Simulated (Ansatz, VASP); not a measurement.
# SiC (V_Si-V_C (Si site 2) axial): VASP beside Ansatz, part 3 of 3

Wanted: the spread between two codes on one cell, functional and k mesh. The cell is taken from a series of runs on this material, whose earlier steps may have relaxed, scaled, displaced or heated it; both programs get it as it stands.

VASP 6.6.1 and Ansatz 0.2.0.

So far. Step 6 (VASP: single point, PBE, pair 2): The run ends at a pressure of -0.32 GPa, with forces up to 0.18 eV/Å.

## Step 9: VASP: single point, PBE, pair 3

Level of this step: PBE, spin-polarised from a ferromagnetic start; plane waves and PAW (Si, C) (VASP).

The same cell, functional, mesh and smearing now go to VASP, with its own data sets.

INCAR reads:

```
SYSTEM = SiC
PREC = Accurate
ENCUT = 520
EDIFF = 1E-06
NELM = 200
ISMEAR = -1
SIGMA = 0.01
LREAL = Auto
ALGO = Normal
GGA = PE
NBANDS = 256
ISPIN = 2
MAGMOM = -0 -0 0 -0 -0 -0 0 0 0 0 0 -0 0 -0 -0 0 -0 0 0 0 0 -0 0 0 -0 -0 -0 -0 0 -0 0 0 0 0 0 0 -0 0 -0 -0 -0 -0 0 0 0 -0 0 0 0 0 0.03 0.03 0 0 0 0 -0 0 0 0 0 0 0 0.03 0.03 0.02 0 0.02 0 0 -0 0 -0 0 0.03 0.29 0.03 0 0.02 0 0 0 0 -0 0 -0 0.29 0 0.29 0 0 0 0 0
LORBIT = 11
LWAVE = .FALSE.
LCHARG = .FALSE.
ISIF = 2
NUPDOWN = 2
LASPH = .TRUE.
GGA_COMPAT = .FALSE.
NCORE = 2
```

POSCAR reads:

```
SiC
1.0
    9.2824133794      5.3592039794      0.0000000000
   -9.2824134800      5.3592038053      0.0000000000
    0.0000000000      0.0000000000     10.1291978199
Si C
47 47
Direct
    0.0002951710      0.9999123863      0.5002109365
    0.1680340660      0.3337155492      0.5001688860
[... 6 atom lines left out ...]
    0.3363914222      0.3335968111      0.7488289204
    0.0002110339      0.9991659377      0.0004917726
    0.1687548603      0.3344634778      0.0004662736
    0.3333607941      0.1662240570      0.0008859522
[... 6 atom lines left out ...]
    0.9981395952      0.6648591132      0.7488149808
[... 2 atom lines left out ...]
    0.0013924389      0.5003670616      0.0009360448
    0.1660519100      0.8330722172      0.0004720326
    0.3346432371      0.6662611677      0.0004643167
[... 1 atom line left out ...]
    0.6672781774      0.3346327459      0.5005725145
[... 1 atom line left out ...]
    0.4999621445      0.3328659073      0.2511251516
[... 2 atom lines left out ...]
    0.5007231456      0.1687659698      0.7486806885
[... 1 atom line left out ...]
    0.8336356895      0.3358479991      0.7488028561
    0.5013891119      0.0015311824      0.0004951051
    0.6672783448      0.3329539982      0.0032089325
    0.8333582422      0.1676292071      0.0004717697
    0.5020237724      0.5003589581      0.5001593526
[... 1 atom line left out ...]
    0.8330055784      0.6660882178      0.5005743921
[... 1 atom line left out ...]
    0.6674627086      0.6678531312      0.2511316468
    0.8347859206      0.5003687430      0.2512632084
    0.5031486562      0.6671244458      0.7488238148
    0.8323115275      0.8319520368      0.7486892321
    0.5004837436      0.5003892174      0.0032373339
    0.6675033718      0.8345013180      0.0008801233
    0.8345123911      0.6676239658      0.0031728811
[... 4 atom lines left out ...]
    0.1679235865      0.3334161586      0.6873106991
    0.3330217643      0.1658645831      0.6871164970
[... 5 atom lines left out ...]
    0.3375425537      0.3341025697      0.9377375522
[... 3 atom lines left out ...]
    0.0015323814      0.5003569951      0.6871776522
[... 1 atom line left out ...]
    0.3348608041      0.6673054136      0.6873067811
[... 3 atom lines left out ...]
    0.9972971087      0.6640331227      0.9377463780
[... 3 atom lines left out ...]
    0.6673786360      0.3348216635      0.1878400559
[... 2 atom lines left out ...]
    0.6667087303      0.3203200142      0.6817374634
    0.8343837306      0.1680328321      0.6873671181
    0.5004086209      0.3333086459      0.4377093394
[... 2 atom lines left out ...]
    0.5010199970      0.1701463321      0.9376993277
[... 1 atom line left out ...]
    0.8336431163      0.3366758418      0.9377433621
    0.5019524635      0.5003610025      0.1878768605
[... 1 atom line left out ...]
    0.8329131383      0.6658974148      0.1878422884
    0.4879757558      0.5003623855      0.6815002785
    0.6675137896      0.8348550423      0.6871146301
    0.8467565721      0.6804102226      0.6817374838
[... 1 atom line left out ...]
    0.6674578290      0.6674110019      0.4377166084
    0.8342683780      0.5003604555      0.4379409052
    0.5037884034      0.6666444000      0.9377342908
    0.8312388601      0.8305902691      0.9377018368
```

KPOINTS reads:

```
Automatic mesh
0
Gamma
1 1 1
0 0 0
```

Potentials, in the order of the species: Si and C (PBE family, release 64).

On the command line:

```
$ mpirun -np 8 vasp_gam
```

Numbers of over 12 decimals in the logs are rounded to 6 here.

Output:

```text
[... set-up lines as in an earlier step ...]
 entering main loop
       N       E                     dE             d eps       ncg     rms          rms(c)
DAV:   1     0.224320305713E+04    0.22432E+04   -0.19512E+05  1024   0.140E+03
DAV:   2    -0.531114052348E+03   -0.27743E+04   -0.25950E+04  1328   0.279E+02
DAV:   3    -0.778451038874E+03   -0.24734E+03   -0.24420E+03  1248   0.807E+01
DAV:   4    -0.785103301924E+03   -0.66523E+01   -0.66208E+01  1240   0.147E+01
[...]
DAV:  16    -0.699940706798E+03   -0.21837E-05   -0.72350E-06  1176   0.495E-03    0.598E-03
DAV:  17    -0.699940709473E+03   -0.26747E-05   -0.34466E-06  1008   0.323E-03    0.309E-03
DAV:  18    -0.699940710109E+03   -0.63598E-06   -0.43159E-07   616   0.132E-03
   1 F= -.69994071E+03 E0= -.69994071E+03  d E =-.826114E-12  mag=     2.0000
```

Parts of OUTCAR (step 9):

```text
  FREE ENERGIE OF THE ION-ELECTRON SYSTEM (eV)
  ---------------------------------------------------
  free  energy   TOTEN  =      -699.9407101086 eV

  energy  without entropy=     -699.9407101086  energy(sigma->0) =     -699.94071011

 magnetization (x)
# of ion       s       p       d       tot
------------------------------------------
    1       -0.000  -0.000   0.000  -0.000
    2       -0.000  -0.000   0.000  -0.000
    3       -0.000   0.000   0.000  -0.000
    4       -0.000   0.000   0.000  -0.000
    5       -0.000   0.000   0.000  -0.000
    6       -0.000   0.000   0.000  -0.000
    7       -0.001   0.007   0.000   0.006
    8       -0.000   0.001   0.000   0.001
    9       -0.001  -0.003   0.000  -0.004
   10        0.000   0.001   0.000   0.001
   11        0.000   0.001   0.000   0.001
   12       -0.000   0.000   0.000  -0.000
   13       -0.000   0.000   0.000  -0.000
[...]
--------------------------------------------------
tot          0.068   0.941   0.000   1.009
```

The run ends at a pressure of -0.29 GPa, with forces up to 0.35 eV/Å.

## Step 10: Comparison

The two programs side by side:

```csv
quantity,Ansatz,VASP,difference
"total moment, fixed by the input (μB)",2.00,2.00,0.00
moment on C87 (μB),0.29,0.27,+0.02
moment on C76 (μB),0.28,0.26,+0.02
moment on C89 (μB),0.28,0.26,+0.02
```

## Step 11: Outcome

```
difference in moment on C87 (single point, PBE, pair 1) : 0.020 μB
difference in moment on C87 (single point, PBE, pair 2) : 0.023 μB
difference in moment on C87 (single point, PBE, pair 3) : 0.024 μB
```

The difference in moment on C87 is 0.020 μB (single point, PBE, pair 1). 1 further run of this series is not shown here. How closely two codes agree says nothing of how well the functional describes the real material.

[Lines on the potential files, build, host, timing and source positions are cut from VASP's logs without a mark.]

[Logs are printed without paths, hosts, clocks, repeated set-up lines and the standing remarks that a program may print on its own settings, such as how far it seeks lower states.]

[Hosts, paths, dates, database ids (printed as entryN), source tags and the programs' standing remarks are cut or masked in the printed files.]
